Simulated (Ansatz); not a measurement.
# CuI: the cost of one run

Method: DFT PBEsol, scalar-relativistic, plane waves, PAW, in Ansatz 0.2.0.

The COD entry's cell or inner coordinates are ideal or old and differ from later refinements, so a difference from it is no clean test against experiment.

### 1 The structure to begin with

It takes space group F-43m (No. 216, cubic). The conventional cell has a = 6.063 Å, b = 6.063 Å, c = 6.063 Å, α = 90.00°, β = 90.00°, γ = 90.00°. Cu (site symmetry -43m) is surrounded by 4 I at 2.63 Å. I (site symmetry -43m) has 4 Cu at 2.63 Å as nearest neighbours.

Coordinates:

```cif
data_structure
_symmetry_space_group_name_H-M 'P 1'
_symmetry_Int_Tables_number 1
_cell_length_a 4.2872
_cell_length_b 4.2872
_cell_length_c 4.2872
_cell_angle_alpha 60.000
_cell_angle_beta 60.000
_cell_angle_gamma 60.000
_cell_volume 55.72
loop_
_atom_site_label
_atom_site_type_symbol
_atom_site_fract_x
_atom_site_fract_y
_atom_site_fract_z
_atom_site_occupancy
Cu1 Cu 0.75000 0.75000 0.75000 1
I1 I 0.00000 0.00000 0.00000 1
```

The structure comes from the Crystallography Open Database.

### 2 Quick check of gap, pressure and forces

input.yaml

```yaml
crystal:
  lattice:
    - [0.0, 3.0315, 3.0315]
    - [3.0315, 0.0, 3.0315]
    - [3.0315, 3.0315, 0.0]
  atoms:
    - { symbol: Cu, position: [0.75, 0.75, 0.75], spin: 1.0 }
    - { symbol: I, position: [0.0, 0.0, 0.0] }
basis:
  ecutwfc: 420
kpoints:
  mp_grid: { grid: [6, 6, 6] }
hamiltonian:
  xc: pbesol
scf:
  occupations: { method: gaussian, width: 0.1 }
  lower_state_search: "off"
output:
  forces: true
  stress: true
  eigenvalues: true
  populations: true
magnetization:
  spin_polarized: true
```

Q: Estimate wall time and peak memory on 1 thread of an x86-64 CPU, shared host.

About 7.7 s, with a peak of 0.39 GiB.
